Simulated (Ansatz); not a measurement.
Write the native input for Ansatz 0.2.0 that does the following.

- Task: relaxation of the atoms
- Functional: PBE
- Potentials or basis: all-electron LAPW, scalar-relativistic
- Basis error allowed: 0.002 eV/atom
- k mesh: 9 × 9 × 1
- Occupations: fermi-dirac, width 0.05 eV
- Spin: no spin polarisation

The system is Pb, a slab with vacuum.

```
CELL_PARAMETERS angstrom
3.48000 0.00000 0.00000
-1.74000 3.01377 0.00000
0.00000 0.00000 20.59000
ATOMIC_POSITIONS crystal
Pb 0.33333 0.66667 0.36425
Pb 0.66667 0.33333 0.50000
Pb 0.33333 0.66667 0.63575
```

The slab is cut from a database's or a generator's crystal, which needn't be the stable form of the element.

The cell isn't the ideal one: the (0 0 1) slab of Pb, cut from the database cell, not relaxed.

These files were run (other wordings do the same):

input.yaml

```yaml
crystal:
  lattice:
    - [3.4800006906, 0.0, 0.0]
    - [-1.7400003453, 3.0137690032, 0.0]
    - [0.0, 0.0, 20.59]
  atoms:
    - { symbol: Pb, position: [0.3333333333, 0.6666666666, 0.3642544925] }
    - { symbol: Pb, position: [0.6666666667, 0.3333333334, 0.5] }
    - { symbol: Pb, position: [0.3333333333, 0.6666666666, 0.6357455075] }
kpoints:
  mp_grid: { grid: [9, 9, 1] }
scf:
  occupations: { method: fermi_dirac, width: 0.05 }
hamiltonian:
  xc: pbe
  pseudopotentials: { kind: all_electron, lapw: { basis_error: 0.002 } }
output:
  forces: true
  stress: true
relax:
  f_tol: 0.02
  max_steps: 60
```

Potentials or basis: all-electron LAPW, scalar-relativistic.

The run is started by

```bash
$ ansatz run input.yaml --threads 4 --pin off --max-ram 14336MiB --backend cpu --events-out ev --progress --plain --runs-dir out
```

It gave:

```yaml
Energy_gained_by_relaxing: 10.2 meV/atom
Ionic_steps: 3
Largest_force_after_relaxing: 0.003 eV/Å
```

Run time: 41 s on 4 threads of Intel(R) Xeon(R) Processor @ 2.50GHz (Skylake/Cascade Lake), on a shared host, peak memory 0.53 GiB.
